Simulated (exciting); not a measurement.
# Sn (Immm) in exciting: reference runs

Aim: a first look at Sn with PBEsol, on the cell as given.

All numbers are computed with exciting (release sodium); they aren't measurements. Logs are shortened: lines on timing, memory, paths and dates and some standing lists are left out, and cuts for length are marked.

## (1) Starting point

The structure is orthorhombic, space group Immm (No. 71). Conventional cell: a = 3.453 Å, b = 3.551 Å, c = 4.677 Å, α = 90.00°, β = 90.00°, γ = 90.00°. Around Sn (site symmetry mmm) lie 12 Sn at 3.41 to 3.55 Å.

This isn't the form of Sn at room conditions, which is tetragonal (white tin).

## (2) Single point, PBEsol

input.xml reads:

```xml
<input>
  <title>Sn</title>
  <structure speciespath="./" tshift="false">
    <crystal scale="1">
      <basevect>-3.262685853485 3.355297551401 4.418825965710</basevect>
      <basevect>3.262685853485 -3.355297551401 4.418825965710</basevect>
      <basevect>3.262685853485 3.355297551401 -4.418825965710</basevect>
    </crystal>
    <species speciesfile="Sn.xml" rmt="2.3">
      <atom coord="0.000000000000 0.000000000000 0.000000000000"/>
    </species>
  </structure>
  <groundstate do="fromscratch" ngridk="11 11 11" rgkmax="9" gmaxvr="14" lmaxapw="10" lmaxmat="10" lmaxvr="8" xctype="GGA_PBE_SOL" stype="Fermi Dirac" swidth="0.00183747" nempty="8" ValenceRelativity="iora*" epsengy="1e-05" epspot="1e-05" maxscl="60" tforce="true" outputlevel="normal"/>
  <properties>
    <chargedensityplot>
      <plot3d>
        <box grid="18 18 18">
          <origin coord="0 0 0"/>
          <point coord="1 0 0"/>
          <point coord="0 1 0"/>
          <point coord="0 0 1"/>
        </box>
      </plot3d>
    </chargedensityplot>
    <elfplot>
      <plot3d>
        <box grid="18 18 18">
          <origin coord="0 0 0"/>
          <point coord="1 0 0"/>
          <point coord="0 1 0"/>
          <point coord="0 0 1"/>
        </box>
      </plot3d>
    </elfplot>
    <exccplot>
      <plot3d>
        <box grid="18 18 18">
          <origin coord="0 0 0"/>
          <point coord="1 0 0"/>
          <point coord="0 1 0"/>
          <point coord="0 0 1"/>
        </box>
      </plot3d>
    </exccplot>
  </properties>
</input>
```

Potentials or basis: all-electron LAPW+lo, shipped species files, valence relativity iora*.

Launch:

```console
$ OMP_NUM_THREADS=1 exciting_smp
```

INFO.OUT:

```text
================================================================================
EXCITING SODIUM started
All units are atomic (Hartree, Bohr, etc.)
================================================================================

********************************************************************************
* Ground-state run starting from atomic densities                              *
********************************************************************************

++++++++++++++++++++++++++++++++++++++++++++++++++++++++++++++++++++++++++++++++
+ Starting initialization                                                      +
++++++++++++++++++++++++++++++++++++++++++++++++++++++++++++++++++++++++++++++++

 Lattice vectors (cartesian) :
     -3.2626858535      3.3552975514      4.4188259657
      3.2626858535     -3.3552975514      4.4188259657
      3.2626858535      3.3552975514     -4.4188259657

 Reciprocal lattice vectors (cartesian) :
     -0.0000000000      0.9363082127      0.7109564119
      0.9628854247     -0.0000000000      0.7109564119
      0.9628854247      0.9363082127     -0.0000000000

 Unit cell volume                           :     193.4965332626
 Brillouin zone volume                      :       1.2819362149

 Species :    1 (Sn)
     parameters loaded from                 :    Sn.xml
     name                                   :    tin
     nuclear charge                         :     -50.00000000
     electronic charge                      :      50.00000000
     atomic mass                            :  216395.09200000
     muffin-tin radius                      :       2.30000000
     # of radial points in muffin-tin       :     400

     atomic positions (lattice) :
       1 :   0.00000000  0.00000000  0.00000000

 Total number of atoms per unit cell        :       1

 Spin treatment                             :    spin-unpolarised

 Number of Bravais lattice symmetries       :       8
 Number of crystal symmetries               :       8

 k-point grid                               :      11   11   11
 Total number of k-points                   :     216
 k-point set is reduced with crystal symmetries

 R^MT_min * |G+k|_max (rgkmax)              :       9.00000000
 Species with R^MT_min                      :       1 (Sn)
 Maximum |G+k| for APW functions            :       3.91304348
 Maximum |G| for potential and density      :      14.00000000

 G-vector grid sizes                        :      30    30    30
 Total number of G-vectors                  :    8995

 Maximum angular momentum used for
     APW functions                          :      10
     computing H and O matrix elements      :      10
     potential and density                  :       8
     inner part of muffin-tin               :       2

 Total nuclear charge                       :     -50.00000000
 Total electronic charge                    :      50.00000000
 Total core charge                          :      30.00000000
 Total valence charge                       :      20.00000000

 Number of empty states                     :       8
 Total number of valence states             :      19

 Maximum Hamiltonian size                   :     223
 Maximum number of plane-waves              :     206
 Total number of local-orbitals             :      17

 Exchange-correlation type                  :      22
     PBEsol, Phys. Rev. Lett. 100, 136406 (2008)
     Generalised gradient approximation (GGA)

 Smearing scheme                            :    Fermi-Dirac
 Smearing width                             :       0.00183747

 Using multisecant Broyden potential mixing

++++++++++++++++++++++++++++++++++++++++++++++++++++++++++++++++++++++++++++++++
+ Ending initialization                                                        +
++++++++++++++++++++++++++++++++++++++++++++++++++++++++++++++++++++++++++++++++

********************************************************************************
* Groundstate module started                                                   *
********************************************************************************
 Output level for this task is set to normal

++++++++++++++++++++++++++++++++++++++++++++++++++++++++++++++++++++++++++++++++
+ Self-consistent loop started                                                 +
++++++++++++++++++++++++++++++++++++++++++++++++++++++++++++++++++++++++++++++++
 Density and potential initialised from atomic data

++++++++++++++++++++++++++++++++++++++++++++++++++++++++++++++++++++++++++++++++
+ SCF iteration number :    1                                                  +
++++++++++++++++++++++++++++++++++++++++++++++++++++++++++++++++++++++++++++++++
 Total energy                               :     -6173.79171493
 _______________________________________________________________
 Fermi energy                               :         0.24462489
 Kinetic energy                             :      6503.27557685
 Coulomb energy                             :    -12514.55521547
 Exchange energy                            :      -159.46443157
 Correlation energy                         :        -3.04764475

 DOS at Fermi energy (states/Ha/cell)       :        11.67349476

 Electron charges :
     core                                   :        30.00000000
     core leakage                           :         0.00040198
     valence                                :        20.00000000
     interstitial                           :         2.69676330
     charge in muffin-tin spheres :
                  atom     1    Sn          :        47.30323670
     total charge in muffin-tins            :        47.30323670
     total charge                           :        50.00000000
[... 294 lines left out ...]
 Electron charges :
     core                                   :        30.00000000
     core leakage                           :         0.00039600
     valence                                :        20.00000000
     interstitial                           :         2.67597775
     charge in muffin-tin spheres :
                  atom     1    Sn          :        47.32402225
     total charge in muffin-tins            :        47.32402225
     total charge                           :        50.00000000

 RMS change in effective potential (target) :  0.305688E-08  ( 0.100000E-04)
 Absolute change in total energy   (target) :  0.454633E-06  ( 0.100000E-04)
 Charge distance                   (target) :  0.566918E-09  ( 0.100000E-04)
 Abs. change in max-nonIBS-force   (target) :   0.00000      ( 0.500000E-04)

++++++++++++++++++++++++++++++++++++++++++++++++++++++++++++++++++++++++++++++++
| Convergency criteria checked for the last 2 iterations                       +
| Convergence targets achieved. Performing final SCF iteration                 +
++++++++++++++++++++++++++++++++++++++++++++++++++++++++++++++++++++++++++++++++
 Total energy                               :     -6176.34781023
 _______________________________________________________________
 Fermi energy                               :         0.23616737
 Kinetic energy                             :      6501.56987143
 Coulomb energy                             :    -12515.36056847
 Exchange energy                            :      -159.50901589
 Correlation energy                         :        -3.04809730

 DOS at Fermi energy (states/Ha/cell)       :        11.33330476

 Electron charges :
     core                                   :        30.00000000
     core leakage                           :         0.00039600
     valence                                :        20.00000000
     interstitial                           :         2.67597775
     charge in muffin-tin spheres :
                  atom     1    Sn          :        47.32402225
     total charge in muffin-tins            :        47.32402225
     total charge                           :        50.00000000

++++++++++++++++++++++++++++++++++++++++++++++++++++++++++++++++++++++++++++++++
+ Self-consistent loop stopped                                                 +
++++++++++++++++++++++++++++++++++++++++++++++++++++++++++++++++++++++++++++++++
 STATE.OUT is written

--------------------------------------------------------------------------------
- Writing atomic positions and forces                                          -
--------------------------------------------------------------------------------

 Atomic positions (lattice) :
 atom     1  Sn  :     0.00000000    0.00000000    0.00000000

 Total atomic forces including IBS (cartesian) :
 atom     1  Sn  :     0.00000000    0.00000000    0.00000000

 Atomic force components including IBS (cartesian) :
 atom     1  Sn  :     0.00000000    0.00000000    0.00000000   HF force
                 :     0.00000000    0.00000000    0.00000000   core correction
                 :     0.00000000    0.00000000    0.00000000   IBS correction

********************************************************************************
* Groundstate module stopped                                                   *
********************************************************************************

--------------------------------------------------------------------------------
- CAUTION! Warnings have been written in file WARNING.OUT !                    -
--------------------------------------------------------------------------------
================================================================================
| EXCITING SODIUM stopped                                                      =
================================================================================
```

It took 2.4 min on 1 thread of Arm Neoverse V2, shared host; peak memory 0.1 GiB.

What came out:

| Item | Value |
| --- | --- |
| Free energy | -168066.9894 eV |
| Band gap on the k mesh | none (metal or under the smearing width) |
| All electrons inside the program's atomic spheres | Sn 47.32 (radii Sn 2.3 bohr) |

Levels at points of the mesh, in eV from the Fermi level:
```
           k point  band 7  band 8  band 9  band 10  band 11  band 12  band 13  band 14
(0.00, 0.00, 0.00)  -21.40  -21.37  -10.77     7.01     7.16     7.56    10.62    11.13
```

Caveat: the log's total energy holds no entropy term; the free energy is that total less TS from the occupations.
